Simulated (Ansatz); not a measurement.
# MgTe in Ansatz: reference runs

How does MgTe come out in PBE? The cell is run as given.

Program: Ansatz 0.2.0. These are calculated values, not measurements. Logs are shortened: lines on timing, memory, paths and dates and some standing lists are left out, and cuts for length are marked.

## 1. The cell of the first run

The cell holds a slab with vacuum, 6 atoms: a = 4.571 Å, b = 4.571 Å, c = 23.397 Å, α = 90.00°, β = 90.00°, γ = 120.00°.

## 2. Single point, PBE (the (1 1 1) slab of MgTe, cut from the database cell, not relaxed)

Contents of input.yaml:

```yaml
crystal:
  lattice:
    - [4.5707365703, 0.0, 0.0]
    - [-2.2853682852, 3.9583739839, 0.0]
    - [0.0, 0.0, 23.3969792595]
  atoms:
    - { symbol: Te, position: [0.0, 0.0, 0.3205542013] }
    - { symbol: Mg, position: [0.3333333333, 0.6666666667, 0.3604310455] }
    - { symbol: Te, position: [0.3333333333, 0.6666666667, 0.4800615779] }
    - { symbol: Mg, position: [0.6666666667, 0.3333333333, 0.5199384221] }
    - { symbol: Te, position: [0.6666666667, 0.3333333333, 0.6395689545] }
    - { symbol: Mg, position: [0.0, 0.0, 0.6794457987] }
hamiltonian:
  xc: pbe
  pseudopotentials: { kind: paw }
kpoints:
  mp_grid: { grid: [7, 7, 1] }
scf:
  occupations: { method: fermi_dirac, width: 0.05 }
output:
  forces: true
  eigenvalues: true
efield:
  axis: 3
  dipole_correction: true
  ramp_width: 0.04
```

Potentials or basis: Ansatz PAW.

Command:

```bash
ansatz run input.yaml --threads 4 --pin off --max-ram 11264MiB --backend cpu --events-out ev --progress --plain --runs-dir out
```

What it wrote:

```text
Warning: RAYON_NUM_THREADS=4 ignored (pool sized by the plan → 4); use --threads N
Engine: ansatz 0.2.0, aarch64-unknown-linux-gnu
Pseudopotentials: kind: paw
Pseudopotential: Te, paw, valence charge 16, recommended cutoff 420 eV (normal), Te.paw.azcp
Pseudopotential: Mg, paw, valence charge 10, recommended cutoff 420 eV (normal), Mg.paw.azcp
Functional definition: PBE
  parameter kappa = 0.804
  parameter beta = 0.06672455060314922
  exchange = pbe_x(kappa = kappa, mu = beta*pi^2/3)
  correlation = pbe_c(beta = beta)
Crystal: 6 atoms, lattice volume = 423.314 Å³
Basis set: ecut = 420 eV, 8341 PW (Γ), exchange–correlation on 64×64×320 points (8 copies of the dense FFT grid, shifted against one another)
Bands: 47, of which v1, the nominal top of the filled ones, is band 39 counted from 1 (38 counted from 0)
Symmetry: 6 space group operations
Space group: P3m1 (ITA 156), of the structure as read, at distance tolerance 7.5e-5 Å
k-points: 8 of 49 (time reversal used)
Non-local potential: Te, projectors of the file, l = 0: 2, l = 1: 2, l = 2: 2, l = 3: 2
Non-local potential: Mg, projectors of the file, l = 0: 3, l = 1: 2, l = 2: 1
PAW form: soft (Blöchl's): semilocal exchange-correlation on the pseudo side does not see the compensation charge
PAW one-centre angular grid: Te, 590 points (default); XC on 64 Gauss nodes
PAW one-centre angular grid: Mg, 110 points (default); XC on 64 Gauss nodes
Initial density: superposition of atomic densities (neutral atoms: chi_scale 0, normalization atom), corrected by the library's trained network
Initial wavefunctions: pseudopotential atomic-orbital guess
Functional: x = pbe(κ = 0.804, μ = 0.2195149727645171), c = pbe(β = 0.06672455060314922)
SCF iter   1: F=—  HF=-26714.729639 eV  |F-HF|=—  |Δ(HF+E_count)|=         —  Δρ=1.34e-3  dr2=1.51e-1  ethr=1.77e-3  p=0.390 e·Å  D=1.67e-1 V/Å  ΔV_dip=-3.90 eV  dr2_dipole=1.31e-1  V_vac-E_F(+/−)=2.39/6.29 eV  ⟨swp⟩=12.1  Hψ=1935  notcnv=0  defer=6
efield: sawtooth ramp at fractional position 0.9800 (placed from the atoms, in the widest stretch of the axis that holds none; the zero of the levels goes with the place), width 0.0400; the density the first Hamiltonian is built on has a dipole p = 0.390 e·Å; the dipole correction subtracts the counter field D = 1.67e-1 V/Å, which shifts the + side's vacuum level by -3.90 eV against the − side's; the planar-averaged density in the ramp window peaks in size at 5.3e-5 e/Å³
preconditioner: auto → LDOS  [metal: Δε(μ)=0.090 eV  Ē_g=7.333 eV  σ=0.050 eV  W_gap=0.39  n_scr=68 (ndim 8)  ℏωp=8.8 eV  f_vac=0.501  D(μ)=5.55/eV (n_scr^D=10)  β→1.0]
SCF iter   2: F=—  HF=-26714.729055 eV  |F-HF|=—  |Δ(HF+E_count)|=   5.84e-4  Δρ=7.10e-4  dr2=1.62e-2  ethr=1.94e-4  p=0.384 e·Å  D=1.64e-1 V/Å  ΔV_dip=-3.84 eV  dr2_dipole=1.32e-2  V_vac-E_F(+/−)=2.43/6.27 eV  ⟨swp⟩=2.0  Hψ=507  notcnv=0  defer=18
SCF iter   3: F=—  HF=-26714.728741 eV  |F-HF|=—  |Δ(HF+E_count)|=   3.14e-4  Δρ=6.80e-4  dr2=3.45e-3  ethr=2.07e-5  p=0.379 e·Å  D=1.62e-1 V/Å  ΔV_dip=-3.79 eV  dr2_dipole=5.47e-4  V_vac-E_F(+/−)=2.45/6.24 eV  ⟨swp⟩=2.0  Hψ=606  notcnv=0  defer=18
SCF iter   4: F=—  HF=-26714.727768 eV  |F-HF|=—  |Δ(HF+E_count)|=   9.74e-4  Δρ=1.56e-4  dr2=5.13e-4  ethr=4.42e-6  p=0.377 e·Å  D=1.61e-1 V/Å  ΔV_dip=-3.77 eV  dr2_dipole=4.11e-5  V_vac-E_F(+/−)=2.47/6.24 eV  ⟨swp⟩=2.2  Hψ=573  notcnv=0  defer=18
SCF iter   5: F=—  HF=-26714.727712 eV  |F-HF|=—  |Δ(HF+E_count)|=   5.53e-5  Δρ=7.05e-5  dr2=3.53e-4  ethr=6.58e-7  p=0.375 e·Å  D=1.60e-1 V/Å  ΔV_dip=-3.75 eV  dr2_dipole=3.21e-4  V_vac-E_F(+/−)=2.49/6.24 eV  ⟨swp⟩=2.0  Hψ=549  notcnv=0  defer=18
SCF iter   6: F=—  HF=-26714.727674 eV  |F-HF|=—  |Δ(HF+E_count)|=   3.81e-5  Δρ=3.48e-5  dr2=2.82e-5  ethr=4.53e-7  p=0.372 e·Å  D=1.59e-1 V/Å  ΔV_dip=-3.72 eV  dr2_dipole=1.61e-5  V_vac-E_F(+/−)=2.52/6.24 eV  ⟨swp⟩=1.4  Hψ=362  notcnv=0  defer=18
SCF iter   7: F=—  HF=-26714.727732 eV  |F-HF|=—  |Δ(HF+E_count)|=   5.77e-5  Δρ=2.80e-5  dr2=8.18e-6  ethr=3.62e-8  p=0.370 e·Å  D=1.58e-1 V/Å  ΔV_dip=-3.70 eV  dr2_dipole=8.51e-8  V_vac-E_F(+/−)=2.53/6.24 eV  ⟨swp⟩=2.0  Hψ=515  notcnv=0  defer=18
SCF iter   8: F=—  HF=-26714.727731 eV  |F-HF|=—  |Δ(HF+E_count)|=   4.12e-7  Δρ=8.39e-6  dr2=6.11e-7  ethr=1.05e-8  p=0.370 e·Å  D=1.58e-1 V/Å  ΔV_dip=-3.70 eV  dr2_dipole=9.54e-8  V_vac-E_F(+/−)=2.54/6.24 eV  ⟨swp⟩=2.0  Hψ=499  notcnv=0  defer=18
SCF iter   9: F=-26714.727732 eV  HF=-26714.727732 eV  |F-HF|=5.86e-9  |Δ(HF+E_count)|=   2.05e-7  Δρ=2.24e-6  dr2=4.38e-8  ethr=1.28e-10  p=0.370 e·Å  D=1.58e-1 V/Å  ΔV_dip=-3.70 eV  dr2_dipole=1.34e-9  V_vac-E_F(+/−)=2.54/6.24 eV  ⟨swp⟩=14.1  Hψ=2119  notcnv=0
WARN: efield: at this solve's end the planar-averaged density reaches 1.12e-5 e/Å³ inside the ramp window [0.9373, 0.0627] (bound 1e-5 e/Å³), and -1.87e-6 e/Å³ on another of its planes; the window's nearer edge stands 6.03 Å from this solve's nearest atom along the axis. Its work functions, free energy, forces, stress, dipole, levels and responses can be off, and this figure does not tell by how much. A short vacuum, a low `basis.ecutwfc` or `basis.ecutrho_ratio` and negative occupations (`scf.occupations.method`) can put density there. See the manual's quickstart, § The vacuum guard
SCF 1 converged in 9 iterations: F = -26714.727732 eV  dr2 = 4.38e-8
SCF converged after 9 iterations
Free energy (F): -26714.727732 eV
Harris-Foulkes:  -26714.727732 eV  (|F-HF|=5.86e-9)
Internal energy: -26714.691083 eV  (E = F + TS)
E sigma→0 (E₀):  -26714.709407 eV
Entropy (-TS):   -0.036649 eV (-6.108 meV/atom)
Fermi energy:    0.361174 eV
Dipole field:    D = 0.158085 V/Å  (p = 0.369821 e·Å, saw-weighted, corrected)
Work function:   Φ+ = 2.5382 eV   Φ− = 6.2371 eV
Levels:          The Fermi level and band energies are counted from a zero that moves with the ramp; work functions are not
Vacuum region:   at the solve's end the planar-averaged density reaches 1.12e-5 e/Å³ inside the ramp window [0.9373, 0.0627] (bound 1e-5 e/Å³), and -1.87e-6 e/Å³ on another of its planes
--- Per-component energies (eV) ---
  E_band       = -2401.840902
  E_kinetic    = 766.702586
  E_local      = -44443.616834  (includes V_loc(G=0)·N_el)
  E_nonlocal   = -642.351938
  E_hartree    = 21783.504501
  E_xc         = -457.734511
  E_vxc        = -421.788554  (∫ρ·V_xc dr)
  E_paw        = -14867.032680  (= ΣΔE_a)
  E_vpaw       = -1229.199497  (= ΣTr[D̂ρ^β])
  E_aug_tail   = -0.000567  (compensation charges beyond the density's cutoff)
  E_efield     = 0.029232  (sawtooth field / dipole correction)
  E_vefield    = 1.385898  (∫n·V_field dr)
  E_ewald      = 11145.809129
  E_smearing   = -0.036649  (= −TS)
  E_closure    = -0.000000  (closes the sum)
  Σ components = -26714.727732   (vs F -26714.727732, Δ=0.00e0)
--- Forces (eV/Å), atoms counted from 1 ---
  atom   1  Te     0.00000000    -0.00000000     0.11900142
  atom   2  Mg     0.00000000     0.00000000    -0.56214635
  atom   3  Te     0.00000000    -0.00000000     0.72347470
  atom   4  Mg     0.00000000     0.00000000    -0.74967790
  atom   5  Te     0.00000000    -0.00000000     0.81509426
  atom   6  Mg     0.00000000    -0.00000000    -0.34586224
  max |Σ_I F_I| component: 1.16e-4 eV/Å
--- Band table (eV; the first three rows and the last of 8) ---
  k-point 0: bands = ["-77.5025", "-75.9869", "-74.7192", "-44.3061", "-44.2332", "-44.2332", "-42.7687", "-42.7276", "-42.7276", "-41.4979", "-41.4614", "-41.4614", "-37.1681", "-37.1670", "-37.1670", "-37.1593", "-37.1593", "-35.7825", "-35.7825", "-35.7815", "-35.7736", "-35.7736", "-34.5870", "-34.5870", "-34.5493", "-34.5493", "-34.5390", "-11.9690", "-10.5791", "-9.1642", "-4.3326", "-2.5186", "-2.2718", "-2.2718", "-0.8945", "-0.8945", "-0.4177", "0.2775", "0.4504", "0.4504", "1.5881", "2.4987", "3.0799", "3.6083", "3.6083", "3.6215", "4.7389"]
  k-point 1: bands = ["-77.5025", "-75.9869", "-74.7192", "-44.3061", "-44.2332", "-44.2332", "-42.7687", "-42.7276", "-42.7276", "-41.4979", "-41.4614", "-41.4614", "-37.1680", "-37.1670", "-37.1669", "-37.1593", "-37.1593", "-35.7825", "-35.7824", "-35.7814", "-35.7737", "-35.7736", "-34.5871", "-34.5869", "-34.5494", "-34.5493", "-34.5389", "-11.8983", "-10.5099", "-9.0950", "-4.2489", "-3.0834", "-2.4095", "-2.3128", "-1.6114", "-1.0267", "-0.2678", "-0.0592", "0.3213", "0.3640", "2.0763", "2.9446", "3.1869", "3.4265", "3.9876", "4.0669", "4.3501"]
  k-point 2: bands = ["-77.5025", "-75.9869", "-74.7192", "-44.3061", "-44.2333", "-44.2332", "-42.7687", "-42.7277", "-42.7276", "-41.4978", "-41.4615", "-41.4614", "-37.1679", "-37.1671", "-37.1667", "-37.1594", "-37.1592", "-35.7827", "-35.7822", "-35.7812", "-35.7737", "-35.7736", "-34.5872", "-34.5867", "-34.5495", "-34.5493", "-34.5387", "-11.7273", "-10.3432", "-8.9284", "-4.2780", "-3.8813", "-2.6794", "-2.5478", "-2.2954", "-1.2893", "-1.1091", "0.0635", "0.0695", "0.5005", "1.9236", "2.8651", "3.3197", "3.7561", "4.2572", "4.4003", "4.4816"]
  k-point 7: bands = ["-77.5025", "-75.9869", "-74.7191", "-44.3061", "-44.2333", "-44.2333", "-42.7687", "-42.7277", "-42.7276", "-41.4978", "-41.4615", "-41.4614", "-37.1677", "-37.1671", "-37.1668", "-37.1593", "-37.1592", "-35.7826", "-35.7822", "-35.7811", "-35.7737", "-35.7736", "-34.5870", "-34.5867", "-34.5495", "-34.5494", "-34.5386", "-11.5140", "-10.1364", "-8.7218", "-4.6528", "-3.8391", "-3.7736", "-2.6793", "-2.4705", "-2.3188", "-1.2936", "-0.9733", "0.2386", "0.7630", "2.4342", "2.9806", "3.7169", "4.0760", "4.5548", "4.6013", "5.0918"]
```

Run time: 4.5 s. Hardware: 4 threads of Arm Neoverse V1, shared host; peak memory 0.76 GiB.

What came out:

| Quantity | Value |
| --- | --- |
| Free energy | -26714.7277 eV |
| Largest force | 0.815 eV/Å |
| Band gap on the k mesh | none (metal or under the smearing width) |
| Work function of the upper face | 2.54 eV |
| Work function of the lower face | 6.24 eV |
| Dipole across the slab | 0.370 e·Å |

Forces in eV/Å, atoms in the order of the input:
```
Te   0.000  0.000  0.119
Mg   0.000  0.000 -0.562
Te   0.000  0.000  0.723
Mg   0.000  0.000 -0.750
Te   0.000  0.000  0.815
Mg   0.000  0.000 -0.346
```

Levels at points of the mesh, in eV from the Fermi level:
```csv
k point,band 36,band 37,band 38,band 39,band 40,band 41,band 42,band 43
"(0.00, 0.00, 0.00)",-1.26,-0.78,-0.08,0.09,0.09,1.23,2.14,2.72
```
